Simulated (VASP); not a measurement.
Here is a VASP 6.6.1 calculation.

Contents of INCAR:

```
  ALGO = Normal
  EDIFF = 1E-6
  EDIFFG = -0.005
  ENCUT = 600
  GGA = PS
  IBRION = 2
  ISIF = 3
  ISMEAR = -1
  IVDW = 12
  LASPH = T
  LCHARG = F
  LREAL = F
  LWAVE = F
  NELM = 80
  NSW = 60
  PREC = Accurate
  SIGMA = 0.05
```

Contents of KPOINTS:

```
k-points
0
Gamma
  13 13 13
```

File POSCAR:

```
C
1.0
    0.0000000000      1.7833700000      1.7833700000
    1.7833700000      0.0000000000      1.7833700000
    1.7833700000      1.7833700000      0.0000000000
C
2
Direct
    0.7500000000      0.7500000000      0.7500000000
    0.5000000000      0.5000000000      0.5000000000
```

Potentials or basis: VASP PAW PBE potentials, release 64 (C).

Run with:

```bash
$ cat potpaw_PBE.64/C/POTCAR > POTCAR
$ mpirun -np 1 vasp_std > vasp.out
```

(1) What does it give for the space group after relaxing (to 0.05 Å)?

(2) What does it give for the relaxed volume?

(3) Estimate the band gap on the k mesh.

Results:

(1) Fd-3m (No. 227).

(2) 5.57 Å³/atom.

(3) 4.05 eV, indirect (least direct gap 5.59 eV).

Caveat: the PAW data sets were made with another functional, which shifts forces and pressure a little; an odd mesh through Γ misses points on the zone boundary, where band edges often lie.

The cell as given is a measured one (5.67 Å³/atom); PBEsol+D3(BJ) puts the equilibrium volume -1.8 % from it, thermal expansion not counted.
